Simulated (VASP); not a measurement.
# BN (R3m) in VASP: settings compared

One crystal, BN, is run at these levels: rev-vdW-DF2, BEEF-vdW, optB86b-vdW; tasks: relaxation of cell and atoms.

Program: VASP 6.6.1. These are calculated values, not measurements. Logs are shortened: lines on timing, memory, paths and dates and some standing lists are left out, and cuts for length are marked.

## (1) The crystal as given

It takes space group R3m (No. 160, trigonal). The conventional cell has a = 2.502 Å, b = 2.502 Å, c = 10.119 Å, α = 90.00°, β = 90.00°, γ = 120.00°. Around N (site symmetry 3m) lie 3 B at 1.44 Å. B (site symmetry 3m) is surrounded by 3 N at 1.44 Å.

The cell is a database's computed one.

## (2) Relaxation of cell and atoms, rev-vdW-DF2

INCAR

```
PREC = Accurate
ENCUT = 600
EDIFF = 1E-7
ISMEAR = -1
SIGMA = 0.05
LREAL = False
LASPH = True
NELM = 100
ALGO = Fast
ISIF = 3
LWAVE = False
LCHARG = False
GGA = MK
LUSE_VDW = True
AGGAC = 0.0
PARAM1 = 0.1234
PARAM2 = 0.711357
ZAB_VDW = -1.8867
IBRION = 2
NSW = 40
EDIFFG = -0.01
```

KPOINTS

```
regular mesh
0
Gamma
  12 12 12
```

POSCAR

```
BN
1.0
    1.2511217832      0.7223354983      3.3729344033
   -1.2511217832      0.7223354983      3.3729344033
    0.0000000000     -1.4446709966      3.3729344033
N B
1 1
Direct
    0.6672382000      0.6672382000      0.6672382000
    0.0003288000      0.0003288000      0.0003288000
```

Potentials or basis: VASP PAW PBE potentials, release 64 (N, B).

The run is started by

```
cat potpaw_PBE.64/N/POTCAR potpaw_PBE.64/B/POTCAR > POTCAR
mpirun -np 1 vasp_std > vasp.out
```

OUTCAR:

```text
PREC = Accurate
   ENCUT = 600
   EDIFF = 1E-7
   ISMEAR = -1
   LREAL = False
   LASPH = True
   NELM = 100
   ISIF = 3
   GGA = MK
   IBRION = 2
   NSW = 40
   EDIFFG = -0.01

 ion  position               nearest neighbor table
   1  0.667  0.667  0.667-   2 1.44   2 1.44   2 1.44
   2  0.000  0.000  0.000-   1 1.44   1 1.44   1 1.44

  LATTYP: Found a trigonal (rhomboedric) cell.
 ALAT       =     3.6692997666
 COS(alpha) =     0.7674786797

  Lattice vectors:

 A1 = (   1.2511217832,   0.7223354983,   3.3729344033)
 A2 = (  -1.2511217832,   0.7223354983,   3.3729344033)
 A3 = (   0.0000000000,  -1.4446709966,   3.3729344033)

Analysis of symmetry for initial positions (statically):
=====================================================================
 Subroutine PRICEL returns:
 Original cell was already a primitive cell.

 Routine SETGRP: Setting up the symmetry group for a
 trigonal (rhombohedral) supercell.

 Subroutine GETGRP returns: Found  6 space group operations
 (whereof  6 operations were pure point group operations)
 out of a pool of 12 trial point group operations.

The static configuration has the point symmetry C_3v.

Analysis of symmetry for dynamics (positions and initial velocities):
=====================================================================
 Subroutine PRICEL returns:
 Original cell was already a primitive cell.

 Routine SETGRP: Setting up the symmetry group for a
 trigonal (rhombohedral) supercell.

 Subroutine GETGRP returns: Found  6 space group operations
 (whereof  6 operations were pure point group operations)
 out of a pool of 12 trial point group operations.

The dynamic configuration has the point symmetry C_3v.

 Subroutine INISYM returns: Found  6 space group operations
 (whereof  6 operations are pure point group operations),
 and found     1 'primitive' translations

----------------------------------------------------------------------------------------

                                     Primitive cell

  volume of cell :      18.2893

  direct lattice vectors                    reciprocal lattice vectors
     1.251121783  0.722335498  3.372934403     0.399641351  0.230733042  0.098825916
    -1.251121783  0.722335498  3.372934403    -0.399641351  0.230733042  0.098825916
     0.000000000 -1.444670997  3.372934403     0.000000000 -0.461466083  0.098825916

  length of vectors
     3.669299767  3.669299767  3.669299767     0.471929558  0.471929558  0.471929558

  position of ions in fractional coordinates (direct lattice)
     0.667238200  0.667238200  0.667238200
     0.000328800  0.000328800  0.000328800

  ion indices of the primitive-cell ions
   primitive index   ion index
                 1           1
                 2           2

----------------------------------------------------------------------------------------

 KPOINTS: regular mesh

Automatic generation of k-mesh.
 Grid dimensions read from file:
 generate k-points for:   12   12   12

 Generating k-lattice:

  Cartesian coordinates                     Fractional coordinates (reciprocal lattice)
     0.033303446  0.019227753  0.008235493     0.083333333  0.000000000  0.000000000
    -0.033303446  0.019227753  0.008235493     0.000000000  0.083333333  0.000000000
     0.000000000 -0.038455507  0.008235493     0.000000000  0.000000000  0.083333333

  Length of vectors
     0.039327463  0.039327463  0.039327463

  Shift w.r.t. Gamma in fractional coordinates (k-lattice)
     0.000000000  0.000000000  0.000000000

 Subroutine IBZKPT returns following result:
 ===========================================

 Found    189 irreducible k-points:

 Following reciprocal coordinates:
            Coordinates               Weight
  0.000000  0.000000  0.000000      1.000000
  0.083333 -0.000000 -0.000000      6.000000
  0.166667 -0.000000  0.000000      6.000000
  0.250000 -0.000000 -0.000000      6.000000
  0.333333 -0.000000  0.000000      6.000000
  0.416667 -0.000000 -0.000000      6.000000
[... 16 lines left out ...]
  0.500000  0.166667 -0.000000     12.000000
 -0.416667  0.166667  0.000000     12.000000
 [... further k-points ...]
   k-points           NKPTS =    189   k-points in BZ     NKDIM =    189   number of bands    NBANDS=      8
   number of dos      NEDOS =    301   number of ions     NIONS =      2
   total plane-waves  NPLWV =  27000
   dimension x,y,z NGX =    30 NGY =   30 NGZ =   30
   dimension x,y,z NGXF=    60 NGYF=   60 NGZF=   60
   ions per type =               1   1
   NGX,Y,Z   is equivalent  to a cutoff of  13.59, 13.59, 13.59 a.u.
   NGXF,Y,Z  is equivalent  to a cutoff of  27.18, 27.18, 27.18 a.u.
 SYSTEM =  unknown system
   PREC   = accura    normal or accurate (medium, high low for compatibility)
   ISTART =      0    job   : 0-new  1-cont  2-samecut
   ICHARG =      2    charge: 1-file 2-atom 10-const
   ISPIN  =      1    spin polarized calculation?
   LNONCOLLINEAR =      F non collinear calculations
   LSORBIT =      F    spin-orbit coupling
   LASPH  =      T    aspherical Exc in radial PAW
   ENCUT  =  600.0 eV  44.10 Ry    6.64 a.u.   7.33  7.33  7.33*2*pi/ulx,y,z
   NELM   =    100;   NELMIN=  2; NELMDL= -5     # of ELM steps
   EDIFF  = 0.1E-06   stopping-criterion for ELM
   LREAL  =      F    real-space projection
   EDIFFG = -.1E-01   stopping-criterion for IOM
   NSW    =     40    number of steps for IOM
   IBRION =      2    ionic relax: 0-MD 1-quasi-New 2-CG
   NFREE  =      1    steps in history (QN), initial steepest desc. (CG)
   ISIF   =      3    stress and relaxation
   ISYM   =      2    0-nonsym 1-usesym 2-fastsym
   POTIM  = 0.5000    time-step for ionic-motion
   TEBEG  =    0.0;   TEEND  =   0.0 temperature during run
   PSTRESS=    0.0 pullay stress
   NELECT =       8.0000    total number of electrons
   NUPDOWN=      -1.0000    fix difference up-down
   EMIN   =  10.00;   EMAX   =-10.00  energy-range for DOS
   EFERMI =   0.00;   METHOD = LEGACY
   ISMEAR =    -1;   SIGMA  =   0.05  broadening in eV -4-tet -1-fermi 0-gaus
   EFERMI_NEDOS =   21; number of points for ismear=-14 and -15
   IALGO  =     68    algorithm
   IMIX   =      4    mixing-type and parameters
     AMIX     =   0.40;   BMIX     =  1.00
     AMIX_MAG =   1.60;   BMIX_MAG =  1.00
  volume/ion in A,a.u.               =       9.14        61.71
  Fermi-wavevector in a.u.,A,eV,Ry     =   1.242717  2.348395 21.012099  1.544346
  Thomas-Fermi vector in A             =   2.377059
   LORBIT       =      0    0 simple, 1 ext, 2 COOP (PROOUT), +10 PAW based schemes
   GGA     = MK    functional components
   LHFCALC =     F    Hartree Fock is set to
   AEXX    =    0.0000 exact exchange contribution
   IVDW_NL    =     1    kernel type
   BPARAM     = 6.3000
   IVDW    =     0    specifies the selected vdW correction
   LEPSILON=     F    determine dielectric tensor
   LRPA    =     F    only Hartree local field effects (RPA)
 conjugate gradient relaxation of ions
 non-spin polarized calculation
 RMM-DIIS sequential band-by-band and
  energy-cutoff  :      600.00
  volume of cell :       18.29
 maximum number of plane-waves:       624
 NGX is ok and might be reduce to    30
   NGX = 15   NGY = 15   NGZ = 15

--------------------------------------- Ionic step        1  -------------------------------------------

 number of electron       8.0000000 magnetization

 Free energy of the ion-electron system (eV)
  ---------------------------------------------------
  ext. energy  EPLUGINS =         0.00000000
  ---------------------------------------------------
  free energy    TOTEN  =       -15.95540647 eV

  energy without entropy =      -15.95540647  energy(sigma->0) =      -15.95540647

------------------------ aborting loop because EDIFF is reached ----------------------------------------

  FORCE on cell =-STRESS in cart. coord.  units (eV):
  Direction    XX          YY          ZZ          XY          YZ          ZX
  --------------------------------------------------------------------------------------
  -------------------------------------------------------------------------------------
  Total        0.3777601      0.3777601     -0.1531335      0.0000000      0.0000000      0.0000000
  in kB       33.0924571     33.0924571    -13.4147686      0.0000000      0.0000000      0.0000000
  external PRESSURE =      17.5900485 kB  Pullay stress =       0.0000000 kB
[... 93 lines left out ...]
  FREE ENERGIE OF THE ION-ELECTRON SYSTEM (eV)
  ---------------------------------------------------
  free  energy   TOTEN  =       -15.9567662312 eV

  energy  without entropy=      -15.9567662312  energy(sigma->0) =      -15.95676623

Total vdW correction in eV:      1.1812764

[... ionic steps 4 to 8 ...]

--------------------------------------- Ionic step        9  -------------------------------------------

 number of electron       8.0000000 magnetization

------------------------ aborting loop because EDIFF is reached ----------------------------------------

  FORCE on cell =-STRESS in cart. coord.  units (eV):
  Direction    XX          YY          ZZ          XY          YZ          ZX
  --------------------------------------------------------------------------------------
  -------------------------------------------------------------------------------------
  Total       -0.0306077     -0.0306077      0.0000313     -0.0000000      0.0000000      0.0000000
  in kB       -2.7912520     -2.7912520      0.0028505     -0.0000000      0.0000000      0.0000000
  external PRESSURE =      -1.8598845 kB  Pullay stress =       0.0000000 kB
[... 61 lines left out ...]
Total vdW correction in eV:      1.1519954

--------------------------------------- Ionic step       11  -------------------------------------------

 number of electron       8.0000000 magnetization

 Free energy of the ion-electron system (eV)
  ---------------------------------------------------
  ext. energy  EPLUGINS =         0.00000000
  ---------------------------------------------------
  free energy    TOTEN  =       -15.96059252 eV

  energy without entropy =      -15.96059252  energy(sigma->0) =      -15.96059252

 E-fermi :   3.4356     XC(G=0): -10.4560

 val. band max:        2.3849404363   @ k =  -0.3333   0.2500  -0.0000
 cond. band min:       6.4882947543   @ k =   0.5000   0.5000  -0.0000
 fundamental gap:      4.1033543179
 Fermi energy:         3.4356310340

 k-point     1 :       0.0000    0.0000    0.0000
  band No.  band energies     occupation
      1     -15.3211      2.00000
      2      -1.4544      2.00000
      3       1.0653      2.00000
      4       1.0653      2.00000
      5       7.6329      0.00000
      6      14.0428      0.00000
      7      14.0428      0.00000
      8      15.4882      0.00000
[... 243 lines left out ...]
 k-point    24 :      -0.4167    0.1667    0.0000
  band No.  band energies     occupation
      1     -11.8678      2.00000
      2      -6.1663      2.00000
      3      -2.9826      2.00000
      4       2.1147      2.00000
      5       7.5810      0.00000
      6      13.8216      0.00000
      7      15.9657      0.00000
      8      16.7909      0.00000

 [... further k-points ...]

------------------------ aborting loop because EDIFF is reached ----------------------------------------

  FORCE on cell =-STRESS in cart. coord.  units (eV):
  Direction    XX          YY          ZZ          XY          YZ          ZX
  --------------------------------------------------------------------------------------
  -------------------------------------------------------------------------------------
  Total        0.0083709      0.0083709     -0.0034975      0.0000000      0.0000000     -0.0000000
  in kB        0.7639576      0.7639576     -0.3191928      0.0000000      0.0000000     -0.0000000
  external PRESSURE =       0.4029074 kB  Pullay stress =       0.0000000 kB
[... 17 lines left out ...]
  FREE ENERGIE OF THE ION-ELECTRON SYSTEM (eV)
  ---------------------------------------------------
  free  energy   TOTEN  =       -15.9605925220 eV

  energy  without entropy=      -15.9605925220  energy(sigma->0) =      -15.96059252

Total vdW correction in eV:      1.1528617

 reached required accuracy - stopping structural energy minimisation
```

Wall time 10 min (1 thread of Intel Xeon Platinum 8375C at 2.90GHz (Ice Lake), shared host); peak memory 0.38 GiB.

Results:

| Quantity | Value |
| --- | --- |
| Free energy | -15.9606 eV |
| Relaxed volume | 8.78 Å³/atom |
| Relaxed cell | a = 3.529 Å, b = 3.529 Å, c = 3.529 Å, α = 41.65°, β = 41.65°, γ = 41.65° |
| Space group after relaxing (to 0.05 Å) | R3m (No. 160) |
| Energy gained by relaxing | 2.6 meV/atom |
| Ionic steps | 11 |
| Pressure after relaxing | 0.0 GPa |
| Largest force after relaxing | 0.008 eV/Å |
| Band gap on the k mesh | 4.10 eV, indirect (least direct gap 4.69 eV) |

Forces in eV/Å, atoms in the order of the input:
```
N    0.000  0.000  0.008
B    0.000  0.000 -0.008
```

Stress tensor (GPa, compression positive):
```
 0.08  0.00  0.00
 0.00  0.08  0.00
 0.00  0.00 -0.03
```

Step by step:
```tsv
step	energy change (eV)	largest force (eV/Å)	pressure (GPa)	volume (Å³)
1	0.0000	0.0012	1.76	18.29
2	0.0025	0.0033	-4.51	18.56
3	-0.0014	0.0004	-0.63	18.39
4	-0.0019	0.0015	-0.59	18.32
5	-0.0032	0.0048	-0.53	18.13
6	-0.0049	0.0129	-0.32	17.75
7	-0.0024	0.0377	0.35	16.98
8	-0.0052	0.0170	-0.20	17.59
9	-0.0052	0.0177	-0.19	17.57
10	-0.0047	0.0439	1.40	17.48
11	-0.0052	0.0081	0.04	17.56
```

Final structure:
```
N B
1.0
     1.25487    0.72450    3.21829
    -1.25487    0.72450    3.21829
     0.00000   -1.44900    3.21829
N B
1 1
Direct
  0.66729 0.66729 0.66729
  0.00027 0.00027 0.00027
```

Levels at points of the mesh, in eV from the valence-band top:
| k point | band 1 | band 2 | band 3 | band 4 | band 5 | band 6 | band 7 | band 8 |
| --- | --- | --- | --- | --- | --- | --- | --- | --- |
| (0.00, 0.00, 0.00) | -17.71 | -3.84 | -1.32 | -1.32 | 5.25 | 11.66 | 11.66 | 13.10 |
| (0.50, 0.00, 0.00) | -14.51 | -8.89 | -4.05 | -0.51 | 5.32 | 9.98 | 13.08 | 15.29 |
| (0.50, 0.50, 0.00) | -14.40 | -8.71 | -4.14 | -1.27 | 4.10 | 9.85 | 14.37 | 18.09 |
| (0.50, 0.50, 0.50) | -17.32 | -6.35 | -1.35 | -1.35 | 10.46 | 11.55 | 11.55 | 12.43 |

Caveat: the PAW data sets were made with another functional, which shifts forces and pressure a little.

## (3) Relaxation of cell and atoms, BEEF-vdW

INCAR

```
SYSTEM = BN
PREC     = Accurate       ! precision mode
ENCUT    = 600            ! plane-wave cutoff, eV
EDIFF    = 1E-6           ! SCF threshold, eV
ISMEAR   = -1             ! smearing method
SIGMA    = 0.05           ! smearing width, eV
LREAL    = .False.        ! projectors in reciprocal space
LASPH    = .True.         ! aspherical terms in the spheres
NELM     = 80             ! most SCF steps
ALGO     = Normal         ! electronic algorithm
ISIF     = 3              ! what is computed and relaxed
LWAVE    = .False.        ! write WAVECAR
LCHARG   = .False.        ! write CHGCAR
GGA      = BF             ! functional
LUSE_VDW = .True.       
ZAB_VDW  = -1.8867      
IBRION   = 2              ! ionic algorithm
NSW      = 40             ! ionic steps
EDIFFG   = -0.01          ! ionic threshold
```

KPOINTS

```
regular mesh
0
Gamma
  12 12 12
  0 0 0
```

POSCAR is that of step 2.

Potentials or basis: VASP PAW PBE potentials, release 64 (N, B).

The run is started by

```
cat potpaw_PBE.64/N/POTCAR potpaw_PBE.64/B/POTCAR > POTCAR
mpirun -np 1 vasp_std > vasp.out
```

Run time: 8.6 min. Hardware: 1 thread of Intel Xeon Platinum 8375C at 2.90GHz (Ice Lake), shared host; peak memory 0.37 GiB.

Results (log left out):

```yaml
Free_energy: -15.3687 eV
Relaxed_volume: 9.87 Å³/atom
Relaxed_cell: a = 3.892 Å, b = 3.892 Å, c = 3.892 Å, α = 37.66°, β = 37.66°, γ = 37.66°
Space_group_after_relaxing_to_0.05_Å: R3m (No. 160)
Energy_gained_by_relaxing: 3.5 meV/atom
Ionic_steps: 11
Pressure_after_relaxing: 0.0 GPa
Band_gap_on_the_k_mesh: 4.57 eV, indirect (least direct gap 4.84 eV)
```

Step by step:
```tsv
step	energy change (eV)	largest force (eV/Å)	pressure (GPa)	volume (Å³)
1	0.0000	0.0027	3.19	18.29
2	0.0041	0.0012	-4.54	18.77
3	-0.0020	0.0012	0.29	18.46
4	-0.0025	0.0009	0.24	18.53
5	-0.0038	0.0002	0.22	18.71
6	-0.0057	0.0035	0.14	19.07
7	-0.0071	0.0146	0.00	19.80
8	-0.0071	0.0141	0.00	19.77
9	-0.0071	0.0135	0.01	19.74
10	-0.0069	0.0605	0.02	19.75
11	-0.0071	0.0002	-0.01	19.74
```

Final structure:
```xyz
2
Lattice="1.2561 0.7252 3.6113 -1.2561 0.7252 3.6113 0.0000 -1.4504 3.6113" Properties=species:S:1:pos:R:3 pbc="T T T"
N     0.0000    0.0000    7.2279
B     0.0000    0.0000    0.0044
```

Levels at points of the mesh, in eV from the valence-band top:
```
           k point  band 2  band 3  band 4  band 5  band 6  band 7
(0.00, 0.00, 0.00)   -4.37   -1.36   -1.36    5.01   11.70   11.70
(0.50, 0.00, 0.00)   -8.83   -4.08   -0.68    5.32    9.84   12.98
(0.50, 0.50, 0.00)   -8.76   -4.11   -1.05    4.57    9.95   13.97
(0.50, 0.50, 0.50)   -5.73   -1.37   -1.37    9.46   11.59   11.66
```

Caveat: the PAW data sets were made with another functional, which shifts forces and pressure a little.

[end of part 1 of 2]
